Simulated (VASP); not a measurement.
Level of theory: vdW-DF-cx, VASP's PBE PAW potentials (set 64) (plane waves; VASP).

VASP ran on this input.

### INCAR
```
SYSTEM = CaF2
PREC = Accurate
ENCUT = 520
EDIFF = 1E-6
NELM = 100
ALGO = Normal
LREAL = .FALSE.
LASPH = .TRUE.
ISMEAR = 0
SIGMA = 0.05
GGA = CX
LUSE_VDW = .TRUE.
AGGAC = 0.0
LWAVE = .FALSE.
LCHARG = .FALSE.
IBRION = 2
ISIF = 3
NSW = 60
EDIFFG = -0.02
```

File KPOINTS:
```
Automatic mesh
0
Gamma
6 6 6
0 0 0
```

**POSCAR**
```
CaF2
1.0
  0.0000000000   2.7137071620   2.7137071620
  2.7137071620   0.0000000000   2.7137071620
  2.7137071620   2.7137071620   0.0000000000
Ca F
1 2
Cartesian
  2.7137071620   5.4274143240   2.7137071620
  1.3568535810   1.3568535810   1.3568535810
  4.0705607430   4.0705607430   4.0705607430
```

POTCAR, in this order: Ca_sv F (PBE.64 set). Program: vasp_std.

Output

File OUTCAR:
```
 ion  position               nearest neighbor table
   1  0.000  0.000  0.000-   3 2.35   3 2.35   3 2.35   2 2.35   2 2.35   2 2.35   3 2.35   2 2.35
  LATTYP: Found a face centered cubic cell.
 ALAT       =     5.4274143240
 Subroutine PRICEL returns:
 Original cell was already a primitive cell.
 Subroutine GETGRP returns: Found 48 space group operations
The static configuration has the point symmetry O_h .
The dynamic configuration has the point symmetry O_h .
 Subroutine INISYM returns: Found 48 space group operations
 Subroutine IBZKPT returns following result:
 Found     16 irreducible k-points:

 Following reciprocal coordinates:
            Coordinates               Weight
  0.000000  0.000000  0.000000      1.000000
  0.166667  0.000000  0.000000      8.000000
  0.333333  0.000000  0.000000      8.000000
  0.500000  0.000000  0.000000      4.000000
  0.166667  0.166667  0.000000      6.000000
  0.333333  0.166667  0.000000     24.000000
  0.500000  0.166667  0.000000     24.000000
 -0.333333  0.166667  0.000000     24.000000
 -0.166667  0.166667  0.000000     12.000000
  0.333333  0.333333  0.000000      6.000000
  0.500000  0.333333  0.000000     24.000000
 -0.333333  0.333333  0.000000     12.000000
  0.500000  0.500000  0.000000      3.000000
  0.500000  0.333333  0.166667     24.000000
 -0.333333  0.333333  0.166667     24.000000
 -0.333333  0.500000  0.166667     12.000000
   k-points           NKPTS =     16   k-points in BZ     NKDIM =     16   number of bands    NBANDS=     16
   number of dos      NEDOS =    301   number of ions     NIONS =      3
   total plane-waves  NPLWV =  27000
   dimension x,y,z NGX =    30 NGY =   30 NGZ =   30
   dimension x,y,z NGXF=    60 NGYF=   60 NGZF=   60
   ions per type =               1   2
   PREC   = accura    normal or accurate (medium, high low for compatibility)
   ISTART =      0    job   : 0-new  1-cont  2-samecut
   ICHARG =      2    charge: 1-file 2-atom 10-const
...
```

File OSZICAR:
```
       N       E                     dE             d eps       ncg     rms          rms(c)
DAV:   1     0.226836670118E+03    0.22684E+03   -0.14029E+04   512   0.154E+03
DAV:   2    -0.325959620043E+01   -0.23010E+03   -0.22726E+03   688   0.392E+02
DAV:   3    -0.120901062171E+02   -0.88305E+01   -0.88265E+01   528   0.874E+01
DAV:   4    -0.124395707571E+02   -0.34946E+00   -0.34938E+00   896   0.133E+01
DAV:   5    -0.124425198588E+02   -0.29491E-02   -0.29491E-02   528   0.130E+00    0.769E+00
DAV:   6    -0.112464034630E+02    0.11961E+01   -0.64132E+00   536   0.182E+01    0.308E+00
DAV:   7    -0.112492202320E+02   -0.28168E-02   -0.17330E-01   664   0.384E+00    0.164E+00
DAV:   8    -0.112706324255E+02   -0.21412E-01   -0.34468E-02   640   0.229E+00    0.202E-01
DAV:   9    -0.112763025562E+02   -0.56701E-02   -0.96455E-03   656   0.783E-01    0.138E-01
DAV:  10    -0.112775202281E+02   -0.12177E-02   -0.24544E-03   600   0.338E-01    0.415E-02
DAV:  11    -0.112775216892E+02   -0.14611E-05   -0.20441E-04   648   0.127E-01    0.130E-02
DAV:  12    -0.112775381068E+02   -0.16418E-04   -0.45743E-05   560   0.519E-02    0.384E-03
DAV:  13    -0.112775387947E+02   -0.68792E-06   -0.47216E-06   680   0.171E-02
   1 F= -.11277539E+02 E0= -.11277539E+02  d E =-.112775E+02
       N       E                     dE             d eps       ncg     rms          rms(c)
DAV:   1    -0.113264035037E+02   -0.48865E-01   -0.11051E+00   616   0.110E+01    0.165E+00
DAV:   2    -0.112840003366E+02    0.42403E-01   -0.20490E-01   536   0.375E+00    0.421E-01
DAV:   3    -0.112799792940E+02    0.40210E-02   -0.73742E-03   760   0.107E+00    0.177E-01
DAV:   4    -0.112793888994E+02    0.59039E-03   -0.49911E-03   824   0.579E-01    0.644E-02
DAV:   5    -0.112794003065E+02   -0.11407E-04   -0.75174E-05   584   0.890E-02    0.607E-02
DAV:   6    -0.112794957542E+02   -0.95448E-04   -0.18269E-04   904   0.103E-01    0.160E-02
DAV:   7    -0.112794922619E+02    0.34922E-05   -0.81216E-06   648   0.363E-02    0.452E-03
DAV:   8    -0.112794915050E+02    0.75697E-06   -0.12080E-06   528   0.141E-02
   2 F= -.11279492E+02 E0= -.11279492E+02  d E =-.195271E-02
```

**OUTCAR**
```
------------------------ aborting loop because EDIFF is reached ----------------------------------------
  FORCE on cell =-STRESS in cart. coord.  units (eV):
  Direction    XX          YY          ZZ          XY          YZ          ZX
  --------------------------------------------------------------------------------------
  Total       -0.0260808     -0.0260808     -0.0260808      0.0000000      0.0000000     -0.0000000
  in kB       -1.0303491     -1.0303491     -1.0303491      0.0000000      0.0000000     -0.0000000
  external PRESSURE =      -1.0303491 kB  Pullay stress =       0.0000000 kB
  volume of cell :       40.56
      direct lattice vectors                 reciprocal lattice vectors
     0.000000000  2.726921521  2.726921521    -0.183356945  0.183356945  0.183356945
     2.726921521 -0.000000000  2.726921521     0.183356945 -0.183356945  0.183356945
     2.726921521  2.726921521  0.000000000     0.183356945  0.183356945 -0.183356945
 POSITION                                       TOTAL-FORCE (eV/Angst)
 -----------------------------------------------------------------------------------
      2.72692      2.72692      5.45384         0.000000     -0.000000      0.000000
      1.36346      1.36346      1.36346         0.000000      0.000000     -0.000000
      4.09038      4.09038      4.09038        -0.000000     -0.000000      0.000000
 -----------------------------------------------------------------------------------
    total drift:                                0.000000     -0.000000      0.000000
  FREE ENERGIE OF THE ION-ELECTRON SYSTEM (eV)
  ---------------------------------------------------
  free  energy   TOTEN  =       -11.2794915050 eV

  energy  without entropy=      -11.2794915049  energy(sigma->0) =      -11.27949150

 reached required accuracy - stopping structural energy minimisation
```
(Selected blocks of OUTCAR.)

### CONTCAR
```
CaF2
   1.00000000000000
     0.0000000000000000    2.7269215212408318    2.7269215212408318
     2.7269215212408318   -0.0000000000000000    2.7269215212408318
     2.7269215212408318    2.7269215212408318    0.0000000000000000
  Ca              F
     1     2
Direct
     1.0000000000000000    1.0000000000000000    0.0000000000000000
     0.2500000000000000    0.2500000000000000    0.2500000000000000
     0.7500000000000000    0.7500000000000000    0.7500000000000000
```

The compound is CaF2 in the fluorite structure. This run relaxes it. Symmetry was kept, so distortions that lower it aren't found.
